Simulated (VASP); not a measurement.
Runs of VASP 6.6.1 on ZnS. It takes space group F-43m (No. 216, cubic). The conventional cell has a = 5.404 Å, b = 5.404 Å, c = 5.404 Å, α = 90.00°, β = 90.00°, γ = 90.00°. Zn (site symmetry -43m) has 4 S at 2.34 Å as nearest neighbours. Around S (site symmetry -43m) lie 4 Zn at 2.34 Å. 

```tsv
task	level	cell	k mesh	cutoff (eV)	grid for exact exchange (PRECFOCK)	exchange at q = 0	ions in elastic constants	gap on the mesh (eV)	pressure (GPa)	relaxed volume (Å³/atom)
relaxation of cell and atoms	LAK	relaxed	9 × 9 × 9	600	-	-	-	3.01	0.0	20.33
relaxation of cell and atoms	r2SCAN+rVV10	relaxed	9 × 9 × 9	600	-	-	-	2.71	0.0	(b)
relaxation of cell and atoms	r2SCAN0	relaxed	5 × 5 × 5	600	Normal	truncated	-	4.40	0.0	(a)
relaxation of cell and atoms	r2SCAN	relaxed	9 × 9 × 9	600	-	-	-	2.72	0.0	19.55
relaxation of the atoms	r2SCAN	atoms relaxed from: atoms moved at random, drawn with an rms of 0.1 Å	7 × 7 × 7	520	-	-	-	2.67	-0.6	-
```

Alike in all rows: potentials or basis VASP PAW PBE potentials, release 64 (Zn, S); no spin polarisation; smearing gaussian 0.05 eV.

**Question.** Estimate the missing entries.

**Answer.** (a) 19.58; (b) 19.35.

Caveats: the PAW data sets were made with another functional, which shifts forces and pressure a little.

